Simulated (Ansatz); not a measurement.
# SnO2: the cost of one run

Computed with Ansatz 0.2.0 (DFT PBE, scalar-relativistic, plane waves, PAW, unless a step's input says otherwise).

2 further runs of the same task are left out: 2 set aside as unsound or not needed.

## 1. The system as given

It takes space group P4_2/mnm (No. 136, tetragonal). Conventional cell: a = 4.827 Å, b = 4.827 Å, c = 3.238 Å, α = 90.00°, β = 90.00°, γ = 90.00°. Sn (site symmetry mmm) is surrounded by 6 O at 2.09 Å. O (site symmetry m2m) has 3 Sn at 2.09 Å as nearest neighbours.

Structure file:

```cif
data_structure
_symmetry_space_group_name_H-M 'P4_2/mnm'
_symmetry_Int_Tables_number 136
_cell_length_a 4.8272
_cell_length_b 4.8272
_cell_length_c 3.2382
_cell_angle_alpha 90.000
_cell_angle_beta 90.000
_cell_angle_gamma 90.000
_cell_volume 75.45
loop_
_atom_site_label
_atom_site_type_symbol
_atom_site_symmetry_multiplicity
_atom_site_Wyckoff_symbol
_atom_site_fract_x
_atom_site_fract_y
_atom_site_fract_z
_atom_site_occupancy
Sn1 Sn 2 a 0.50000 0.50000 0.50000 1
O1 O 4 f 0.19342 0.80658 0.50000 1
```

It goes back to an entry of the Materials Project.

This cell was relaxed beforehand with the same method: volume 12.58 Å³/atom, gap on the mesh 0.68 eV.

The unstrained cell was computed beforehand with the same settings: E(σ→0) = -14317.9693 eV for 6 atoms, gap 0.68 eV over the zone.

## 2. At -1.5 %

The input, input.yaml:

```yaml
crystal:
  lattice:
    - [4.8452923145, 0.0, 0.0]
    - [0.0, 4.8452923145, 0.0]
    - [0.0, 0.0, 3.189579966]
  atoms:
    - { symbol: Sn, position: [0.5, 0.5, 0.5] }
    - { symbol: Sn, position: [0.0, 0.0, 0.0] }
    - { symbol: O, position: [0.1934234765, 0.8065765235, 0.5] }
    - { symbol: O, position: [0.8065765235, 0.1934234765, 0.5] }
    - { symbol: O, position: [0.3065765235, 0.3065765235, 0.0] }
    - { symbol: O, position: [0.6934234765, 0.6934234765, 0.0] }
basis:
  ecutwfc: 420
kpoints:
  mp_grid: { grid: [6, 6, 8] }
hamiltonian:
  xc: pbe
scf:
  occupations: { method: gaussian, width: 0.02 }
output:
  forces: true
  stress: true
  eigenvalues: true
  write_density: true
  write_potential: true
  elf: true
  volumetric_format: npy
relax:
  adjacent_minimum: "off"
  f_tol: 0.008
  max_steps: 40
  cell: { stress_tol: 0.015, fix: [c, angles] }
```

Started as:

```console
ansatz run input.yaml --threads 1 --pin off --max-ram 2560MiB --backend cpu --events-out ev --progress --plain --runs-dir out
```

What time and memory should one allow on 1 thread of AMD EPYC 7R13 (Zen 3), shared host?

About 27 s, with a peak of 0.43 GiB.
